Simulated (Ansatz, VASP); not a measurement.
One calculation of Ta2N, two programs

```
CELL_PARAMETERS angstrom
3.15382 0.00000 0.00000
-1.57691 2.73129 0.00000
0.00000 0.00000 4.93393
ATOMIC_POSITIONS crystal
Ta 0.33333 0.66667 0.25471
Ta 0.66667 0.33333 0.74529
N 0.00000 0.00000 0.00000
```

The cell comes from a database or a generator and needn't be the stable form of this composition.

Alike in both runs: task single point; functional LDA; k mesh 10 × 10 × 6; occupations fermi-dirac, width 0.05 eV; no spin polarisation.

|  | VASP | Ansatz |
| --- | --- | --- |
| version | VASP 6.6.1 | Ansatz 0.2.0 |
| potentials or method | VASP PAW LDA potentials, release 64 (Ta_pv, N) | Ansatz PAW |
| plane-wave cutoff (eV) | 520 | 420 |
| valence electrons in the cell | 27 | 31 |

|  | VASP | Ansatz | Ansatz less VASP |
| --- | --- | --- | --- |
| gap on the k mesh at the Fermi level (eV) | none | none | - |
| pressure (GPa) | -22.4 | -23.5 | -1.09 |
| largest component of the traceless stress (GPa) | 0.07 | 0.00 | -0.069 |
| rms of the force components (eV/Å) | 0.285 | 0.301 | +0.0158 |

Atom by atom the forces differ by 0.016 eV/Å (rms over components). A gap of «none» marks a metal or a gap that the smearing closes. The two sets of potentials don't hold the same shells in valence.

Caveats: so large a pressure means that the cell lies far from this level's equilibrium, or that cutoff or potentials fall short (VASP); the pressure holds a Pulay correction of +0.3 GPa for the finite cutoff (Ansatz); the PAW data sets come from PBE, with cores solved anew for the run's functional, which leaves a small shift of forces and pressure (Ansatz). Spin-orbit coupling is left out, which matters for the levels of Ta.
